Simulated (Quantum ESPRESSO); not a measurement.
The system is Pb.

```
Pb
1.0
     0.00000    2.47502    2.47502
     2.47502    0.00000    2.47502
     2.47502    2.47502    0.00000
Pb
1
Direct
  0.00000 0.00000 0.00000
```

Base run:

- Program: Quantum ESPRESSO 7.5
- Functional: vdW-DF-cx
- Potentials or basis: PseudoDojo 0.4.1 SR PBE standard
- Cutoff: 762 eV
- Density cutoff: 3048 eV
- k mesh: 9 × 9 × 9
- Occupations: fermi-dirac, width 0.05 eV
- Spin: no spin polarisation

Its results: band gap on the k mesh none (metal or under the smearing width); pressure -0.3 GPa.

Problem. The run is repeated on the same cell with these changes: functional from vdW-DF-cx to vdW-DF2. What comes out?

Solution. Band gap on the k mesh none (metal or under the smearing width); pressure 7.8 GPa.

Caveats: the potentials were made for another functional, which shifts forces and pressure; spin-orbit coupling is left out, which moves the levels of the heavy elements; some levels on the path didn't converge (some runs).
